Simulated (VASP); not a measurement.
The system is SnSe.

```xyz
2
Lattice="0.0000 3.0889 3.0021 3.0889 0.0000 3.0021 3.0889 3.0889 0.0000" Properties=species:S:1:pos:R:3 pbc="T T T"
Sn    0.0000    0.0000    0.0000
Se    3.0889    3.0889    3.0021
```

The cell was built by a generator and needn't be a form met in nature.

The cell isn't the ideal one: biaxial_xy strain +2.9%.

Base run:

```yaml
Program: VASP 6.6.1
Functional: PBE
Potentials_or_basis: VASP PAW PBE potentials, release 64 (Sn_d, Se)
Cutoff: 520 eV
k_mesh: 8 × 8 × 8
Occupations: fermi-dirac, width 0.02 eV
Spin: no spin polarisation
```

Its results: band gap on the k mesh 0.40 eV, direct; pressure -1.3 GPa.

Problem. The run is repeated on the same cell with these changes: functional from PBE to r2SCAN; further incar settings from ALGO = Normal; EDIFF = 1e-07; NBANDS = 17 to ALGO = Normal; EDIFF = 1e-06; NBANDS = 17. What comes out?

Solution. Band gap on the k mesh 0.26 eV, direct; pressure -2.4 GPa.

Caveats: spin-orbit coupling is left out, which moves the levels of the heavy elements; the PAW data sets were made with another functional, which shifts forces and pressure a little (some runs).

A k mesh can miss the band edges.

Not every run made on this cell is shown here.
